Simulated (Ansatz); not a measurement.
# Ir: which structure wins, scalar-relativistic

Aim: relax Ir in several structures (fcc, bcc, hcp) and rank them by energy, scalar-relativistic. Methods of the runs shown: PAW and LAPW.

Method: DFT PBE, with the methods named in each step, in Ansatz 0.2.0.

## 1. The structure to begin with

Symmetry: Fm-3m, No. 225, cubic system. Conventional cell: a = 3.871 Å, b = 3.871 Å, c = 3.871 Å, α = 90.00°, β = 90.00°, γ = 90.00°. Around Ir (site symmetry m-3m) lie 12 Ir at 2.74 Å.

Structure file:

```
Ir
1.0
     0.00000    1.93575    1.93575
     1.93575    0.00000    1.93575
     1.93575    1.93575    0.00000
Ir
1
Cartesian
  0.0000 0.0000 0.0000
```

## 2. Fcc relaxed, PAW

input.yaml reads:

```yaml
crystal:
  lattice:
    - [0.0, 1.93574972, 1.93574972]
    - [1.93574972, 0.0, 1.93574972]
    - [1.93574972, 1.93574972, 0.0]
  atoms:
    - { symbol: Ir, position: [0.0, 0.0, 0.0] }
kpoints:
  mp_grid: { grid: [18, 18, 18] }
scf:
  occupations: { method: fermi_dirac, width: 0.05 }
hamiltonian:
  xc: pbe
  pseudopotentials: { kind: paw }
output:
  forces: true
  stress: true
relax:
  f_tol: 0.005
  max_steps: 40
  cell: {}
```

Run with:

```
ansatz run input.yaml --threads 1 --pin off --max-ram 3072MiB --backend cpu --events-out ev --progress --plain --runs-dir out
```

The runs that follow: Fcc relaxed, LAPW; Bcc relaxed, PAW; Bcc relaxed, LAPW; Hcp relaxed, PAW; Hcp relaxed, LAPW.

Before running it: what results should come out? Wanted: lowest (for each run or level that gives them).

The runs gave:

```
     quantity                         value
lowest (LAPW)  fcc, 75.6 meV/atom under hcp
 lowest (PAW)  fcc, 75.5 meV/atom under hcp
```

In words: By LAPW the order is fcc < hcp < bcc. By PAW the order is fcc < hcp < bcc. The methods agree on the lowest phase. Only these structures were tried, with electrons smeared by 0.05 eV and without vibrations, so the true ground state may be another. The k meshes differ between phases and weren't tested, which can move differences by some meV. Spin-orbit coupling is left out, though the cell holds Ir; in elements this heavy it can shift bands and gaps by tenths of an eV.
